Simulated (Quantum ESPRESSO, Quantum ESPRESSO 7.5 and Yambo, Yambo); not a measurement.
# How the form of the self-energy moves the gap of SiC (Moissanite)

Wanted: the gap of SiC (Moissanite) under several approximations, with cost.

Method: PBE and many-body steps on it, plane waves, in Quantum ESPRESSO 7.5 and Yambo 5.3.0.

**Experimental background.**

- Gap 3.33 eV: band gap at cryogenic temperature; bulk crystal (literature value) (quoted in “Silicon carbide diodes for neutron detection”, 2020, arxiv:2009.14696).

## Step 1: Starting point

It takes space group P6_3mc (No. 186, hexagonal). Conventional cell: a = 3.076 Å, b = 3.076 Å, c = 5.048 Å, α = 90.00°, β = 90.00°, γ = 120.00°. Si has 4 C at 1.88 to 1.90 Å nearest. Nearest to C lie 4 Si at 1.88 to 1.90 Å. Farther neighbours are not listed.

Structure file:

```cif
data_structure
_symmetry_space_group_name_H-M 'P 1'
_symmetry_Int_Tables_number 1
_cell_length_a 3.0760
_cell_length_b 3.0760
_cell_length_c 5.0480
_cell_angle_alpha 90.000
_cell_angle_beta 90.000
_cell_angle_gamma 120.000
_cell_volume 41.36
loop_
_atom_site_label
_atom_site_type_symbol
_atom_site_fract_x
_atom_site_fract_y
_atom_site_fract_z
_atom_site_occupancy
Si1 Si 0.33333 0.66667 0.00456 1
Si2 Si 0.66667 0.33333 0.50456 1
C3 C 0.33333 0.66667 0.38044 1
C4 C 0.66667 0.33333 0.88044 1
```

Geometry: measured (diffraction); atoms relaxed with PBE. The runs that relaxed it are not among those shown.

## Step 2: Empty states on the mesh, 3×3×4 mesh, 496 bands

This step: Quantum ESPRESSO 7.5; DFT, PBE, plane waves, norm-conserving pseudopotentials.

The sums over transitions need many empty states on a uniform mesh; this step solves for them.

pw.in

```
&control
  calculation = 'nscf'
  prefix = 'x'
  outdir = 'o'
  pseudo_dir = 'pseudo'
/
&system
  ibrav = 0
  nat = 4
  ntyp = 2
  ecutwfc = 74.0
  nbnd = 496
  force_symmorphic = .true.
/
&electrons
  conv_thr = 1e-9
  electron_maxstep = 80
  diago_full_acc = .true.
  diago_thr_init = 5e-6
/
ATOMIC_SPECIES
  Si 28.085 Si.upf
  C 12.011 C.upf
CELL_PARAMETERS angstrom
  3.0760000000 0.0000000000 0.0000000000
  -1.5380000000 2.6638941420 0.0000000000
  0.0000000000 0.0000000000 5.0480000000
ATOMIC_POSITIONS crystal
  Si 0.3333333333 0.6666666667 0.0045619064
  Si 0.6666666667 0.3333333333 0.5045619064
  C 0.3333333333 0.6666666667 0.3804380937
  C 0.6666666667 0.3333333333 0.8804380937
K_POINTS automatic
  3 3 4 0 0 0
```

On the command line:

```console
OMP_NUM_THREADS=1 mpirun -n 4 pw.x -nk 4 -in pw.in > pw.out
```

Output:

```text
Program PWSCF v.7.5 starts

     This program is part of the open-source Quantum ESPRESSO suite
     for quantum simulation of materials; please cite
         "P. Giannozzi et al., J. Phys.:Condens. Matter 21 395502 (2009);
         "P. Giannozzi et al., J. Phys.:Condens. Matter 29 465901 (2017);
         "P. Giannozzi et al., J. Chem. Phys. 152 154105 (2020);
     in publications or presentations arising from this work. More details at

     Atomic positions and unit cell read from directory:
     o/x.save/

     Message from routine setup:
[...]
k = 0.0000 0.0000-0.3047 (  2978 PWs)   bands (ev):

[...]
[... 50 further rows ...]
   284.3124 284.3124 284.3453 284.3453 284.3453 284.3453 284.7996 284.7996
   284.7996 284.7996 285.2865 285.2865 286.8900 286.8900 292.8739 292.8739

          k = 0.0000 0.3849 0.0000 (  3004 PWs)   bands (ev):

     [... further k-points ...]

     highest occupied, lowest unoccupied level (ev):     9.6509   11.9339

     XML data file, pseudopotentials, collected wavefunctions

=------------------------------------------------------------------------------=
   JOB DONE.
=------------------------------------------------------------------------------=
```

The job ended after 84 s (4 MPI ranks of Arm Neoverse V1, shared host; peak memory 0.82 GiB).

This step gave:

```
gap                                                           : 2.283 eV
k of the valence top                                          : 0, 0, 0
k of the conduction bottom                                    : 0.3333, 0.3333, 0
least direct gap                                              : 4.286 eV
k points computed                                             : 10
lowest point of the top converged band, above the valence top : 278.2527 eV
```

On this mesh the gap is 2.283 eV.

The density comes from a self-consistent run that is not shown.

## Step 3: Conversion and set-up

This step: Yambo 5.3.0; conversion and set-up on PBE, plane waves, norm-conserving pseudopotentials.

The states are converted to the many-body program's format and the q mesh is built.

On the command line:

```console
(cd o/x.save; p2y > p2y.log; mv SAVE ../..); yambo > setup.log
```

Output:

```text
 Yambo, version 5.3.0

 [02] CORE Variables Setup
 =========================

  [02.01] Unit cells
  ==================

  Cell kind             :  HCP
  Atoms in the cell     :  Si  C
  number of Si atoms    :  2
  number of C  atoms    :  2

  List of atomic masses
  Mass of Si    :  28.08500
  Mass of C     :  12.01100

  List of atomic coordinates    : [cc]
  Si1       : -0.29064E-09   3.3560      0.43518E-01  order 1
  Si2       :  2.906399  1.678010  4.813186  order 2
  C1       : -0.29064E-09   3.3560       3.6291      order 3
[...]
IBZ Q-points                                      :  10
 BZ  Q-points                                      :   36

 K/Q-points units:
 rlu = crystal or reduced units; cc = cartesian coordinates; iku = interal k-units

 Q [ 1]         [rlu]:  0.000000  0.000000  0.000000
 Q [ 2]         [rlu]:  0.000000  0.000000  0.250000
 Q [ 3]         [rlu]:  0.000000  0.000000 -0.500000
[...]
Q [ 8]         [rlu]:  0.333333  0.333333  0.250000
 Q [ 9]         [rlu]:  0.333333  0.333333 -0.500000
 Q [10]         [rlu]: -0.10530E-16 -0.33333      0.25000

  [03.01] X indexes
  =================

   [03.01.01] Sigma indexes
   ========================

 [06] Game Over & Game summary
```

It took 2.1 s on 1 MPI rank; peak memory 0.23 GiB.

## Step 4: G0W0, Godby-Needs plasmon pole

G0W0 replaces the xc potential by the self-energy, built once from these orbitals. Only a window of levels is corrected, while the sums run over the empty bands that the input names.

This step: G0W0 on PBE, plane waves, norm-conserving pseudopotentials.

gw2.in

```
HF_and_locXC
gw0
dyson
ppa
em1d
rim_cut
RandQpts= 1000000
RandGvec= 1 RL
EXXRLvcs= 74 Ry
VXCRLvcs= 296 Ry
Chimod= "HARTREE"
% BndsRnXp
 1 | 207 |
%
NGsBlkXp= 17 Ry
% LongDrXp
 1 | 1 | 1 |
%
% GbndRnge
 1 | 207 |
%
DysSolver= "n"
ExtendOut
PPAPntXp= 27.21138 eV
% QPkrange
 1 | 1 | 7 | 10 |
 7 | 7 | 7 | 10 |
 4 | 4 | 7 | 10 |
%
```

On the command line:

```console
OMP_NUM_THREADS=1 mpirun -n 4 yambo -F gw2.in -J gw2 -C gw2 > gw2.log
```

Output:

```text
 Yambo, version 5.3.0

 [02] CORE Variables Setup
 =========================

  [... cell, symmetries and grids as in the set-up ...]

  [02.05] Energies & Occupations
  ==============================

  [X] === General ===
  [X] Electronic Temperature                        :  0.000000  0.000000 [eV K]
  [X] Bosonic    Temperature                        :  0.000000  0.000000 [eV K]
  [X] Finite Temperature mode                       : no
  [X] El. density                                   :  0.38681E+24 [cm-3]
  [X] Fermi Level                                   :  9.650849 [eV]

  [X] === Gaps and Widths ===
  [X] Conduction Band Min                           :  2.283037 [eV]
  [X] Valence Band Max                              :  0.000000 [eV]
  [X] Filled Bands                                  :   8
  [X] Empty Bands                                   :     9   496
  [X] Direct Gap                                    :  4.286464 [eV]
  [X] Direct Gap localized at k                     :   4
  [X] Indirect Gap                                  :  2.283037 [eV]
  [X] Indirect Gap between kpts                     :   1   7
  [X] Last valence band width                       :  3.832875 [eV]
  [X] 1st conduction band width                     :  3.608972 [eV]

 [03] Transferred momenta grid and indexing
 ==========================================

 IBZ Q-points                                      :  10
 BZ  Q-points                                      :   36

 K/Q-points units:
 rlu = crystal or reduced units; cc = cartesian coordinates; iku = interal k-units

 Q [ 1]         [rlu]:  0.000000  0.000000  0.000000
 Q [ 2]         [rlu]:  0.000000  0.000000  0.250000
 Q [ 3]         [rlu]:  0.000000  0.000000 -0.500000
 Q [ 4]         [rlu]:  0.10530E-16  0.33333       0.0000
 Q [ 5]         [rlu]:  0.10530E-16  0.33333      0.25000
 Q [ 6]         [rlu]:  0.10530E-16  0.33333     -0.50000
 Q [ 7]         [rlu]:  0.333333  0.333333  0.000000
 Q [ 8]         [rlu]:  0.333333  0.333333  0.250000
 Q [ 9]         [rlu]:  0.333333  0.333333 -0.500000
 Q [10]         [rlu]: -0.10530E-16 -0.33333      0.25000

 [04] Coloumb potential Random Integration (RIM)
 ===============================================

  [04.01] RIM initialization
  ==========================

  * Diagonal components only detected *

  8 x (sBL volume)        :  0.197473 [a.u.]
  sBZ random points       :  1000000
  Points outside the sBZ  :   7980387
  RL volume               :  0.888629 [a.u.]
  Integrated volume       :  0.890813 [a.u.]

  [04.02] RIM integrals
  =====================

  Gamma point sphere radius             :  0.105630 [a.u.]
  Points outside the sphere             :   813512
  [Int_sBZ(q=0) 1/q^2]*(Vol_sBZ)^(-1/3) =:  7.220721
                                 should be <:  7.795600

  Summary of Coulomb integrals for non-metallic bands |Q|[au] RIM/Bare

  Q [1] 0.100000E-4 0.926256 * Q [2] 0.164665 0.633513
  Q [3] 0.329330 0.866147 * Q [4] 0.416047 1.148303
  Q [5] 0.447448 1.092121 * Q [10] 0.447448 1.090956
  Q [6] 0.530616 1.026046 * Q [7] 0.720615 1.047175
  Q [8] 0.739189 1.040740 * Q [9] 0.792303 1.027473

 [WARNING] [Xp] User bands 1-207 break level degeneracy

 [05] Dipoles
 ============

  [05.01] Setup: observables and procedures
  =========================================

  [WARNING] [x,Vnl] slows the Dipoles computation. To neglect it rename the ns.kb_pp file

 [06] Dynamic Dielectric Matrix (PPA)
 ====================================

 [WR./gw2//ndb.pp]---------------------------------------------------------------
  Brillouin Zone Q/K grids (IBZ/BZ)                :   10   36   10   36
  RL vectors                                       :   3863 [WF]
  Coulomb cutoff potential                         : none
  Electronic Temperature                           :  0.000000 [K]
  Bosonic    Temperature                           :  0.000000 [K]
  PPA    diel. fun.  energies                      : Perdew, Burke & Ernzerhof(X)+Perdew, Burke & Ernzerhof(C)
  wavefunctions                                    : Perdew, Burke & Ernzerhof(X)+Perdew, Burke & Ernzerhof(C)
  Global Gauge                                     : length
  X matrix size                                    :   325
  X band range                                     :    1  207
  X e/h energy range                               : -1.000000 -1.000000 [eV]
  X Time ordering                                  : R
  X Hxc Kernel                                     : HARTREE
  X Drude frequency                                :  0.000000  0.000000
  X poles                                          :  100.0000 [o/o]
  RL vectors in the sum                            :   3863
  [r,Vnl] included                                 : yes
  Field direction                                  :  0.577350E-5  0.577350E-5  0.577350E-5
  BZ energy Double Grid                            : no
  BZ energy DbGd points                            : 0
  BZ Q point size factor                           : -1.000000
  X Optical Averaged directions                    : none

 [07] Local Exchange-Correlation + Non-Local Fock
 ================================================

 [VXC] Plane waves :  23969
 [EXS] Plane waves :  3009

 QP @ state[ 1 ] K range:  1  1
 QP @ state[ 1 ] b range:   7  10
 QP @ state[ 2 ] K range:   4   4
 QP @ state[ 2 ] b range:   7  10
 QP @ state[ 3 ] K range:   7   7
 QP @ state[ 3 ] b range:   7  10

 [xc] Functional : Perdew, Burke & Ernzerhof(X)+Perdew, Burke & Ernzerhof(C)
 [xc] LIBXC used to calculate xc functional
  PP Number of Atomic Species                      :  2
  NLCC RL compoments                               :  23969
  PP Number of Atomic Species                      :  2
  NLCC RL compoments                               :  23969

 [xc] E_xc :  -6.119829 [Ha]
      E_xc :  -12.23966 [Ry]

  Local XC kind (lXC) : Perdew, Burke & Ernzerhof(X)+Perdew, Burke & Ernzerhof(C)
  Non-Local XC kind (nlXC) : Hartree-Fock

  Corrections @ K [1] :  [eV]
 <7|nlXC|7> = -17.88872 -0.78240E-17 <7|lXC|7> = -15.06937 -0.18882E-15
 <8|nlXC|8> = -17.88813  0.15773E-16 <8|lXC|8> = -15.06937  0.18882E-15
 <9|nlXC|9> = -6.641639 -0.38327E-17 <9|lXC|9> = -12.10368  0.000000
 <10|nlXC|10> = -7.141519 -0.40121E-17 <10|lXC|10> = -12.78151  0.37763E-15

  Corrections @ K [4] :  [eV]
 <7|nlXC|7> = -16.71616  0.48470E-19 <7|lXC|7> = -13.76423  0.94408E-16
 <8|nlXC|8> = -17.80459 -0.91047E-17 <8|lXC|8> = -14.65947 -0.37763E-15
[...]
Corrections @ K [7] :  [eV]
[...]
<8|nlXC|8> = -16.97495  0.80779E-17 <8|lXC|8> = -13.14519 -0.47204E-16
 <9|nlXC|9> = -5.490164 -0.53753E-18 <9|lXC|9> = -9.853741  0.000000
 <10|nlXC|10> = -6.330252  0.24215E-17 <10|lXC|10> = -12.28319 -0.47204E-16

 [08] Dyson equation: Newton solver
 ==================================

  [08.01] G0W0 (W PPA)
  ====================

  [  GW  ] Bands range     :    1  207
  [GW/PPA] G damping       :  0.100000 [eV]

  QP @ state[ 1 ] K range:  1  1
  QP @ state[ 1 ] b range:   7  10
  QP @ state[ 2 ] K range:   4   4
  QP @ state[ 2 ] b range:   7  10
  QP @ state[ 3 ] K range:   7   7
  QP @ state[ 3 ] b range:   7  10

   Sc/G bands                                       :    1  207
   Sc/G damping                                     :  0.100000 ev
   Sc bands terminator                              : no
   Sx RL components                                 :  3009

   QP @ state[ 1 ] K range                          :  1  1
   QP @ state[ 1 ] b range                          :   7  10
   QP @ state[ 2 ] K range                          :   4   4
   QP @ state[ 2 ] b range                          :   7  10
   QP @ state[ 3 ] K range                          :   7   7
   QP @ state[ 3 ] b range                          :   7  10
   GF energies kind                                 : Perdew, Burke & Ernzerhof(X)+Perdew, Burke & Ernzerhof(C)
   GF WF`s kind                                     : Perdew, Burke & Ernzerhof(X)+Perdew, Burke & Ernzerhof(C)
   Xs energies kind                                 : Perdew, Burke & Ernzerhof(X)+Perdew, Burke & Ernzerhof(C)
   Xs WF`s kind                                     : Perdew, Burke & Ernzerhof(X)+Perdew, Burke & Ernzerhof(C)

 [11] Game Over & Game summary
```

The job ended after 2.5 min (4 MPI ranks; peak memory 1.7 GiB; 9.8 min of CPU time).

This step gave:

* G0W0 gap on the points computed: 3.014 eV
* starting gap on the mesh: 2.283 eV
* k of the valence top: 0, 0, 0
* k of the conduction bottom: 0.3333, 0.3333, 0
* least direct G0W0 gap on the computed points: 5.236 eV
* Z at the valence top: 0.7951
* Z at the conduction bottom: 0.8274

The gap on the mesh goes from 2.28 eV to 3.01 eV, a correction of +0.73 eV.

(Part 1 of 2 ends here.)

[Paths, hosts, dates, memory and timing lines, banners, echoed tables and standing remarks are left out of the program output.]

[Logs are printed without paths, hosts, clocks, repeated set-up lines and the standing remarks that a program may print on its own settings, such as how far it seeks lower states.]

[Runs of the session that timed out or met a known fault of the program may be left out.]

[Hosts, paths, dates, database ids (printed as entryN), source tags and the programs' standing remarks are cut or masked in the printed files.]
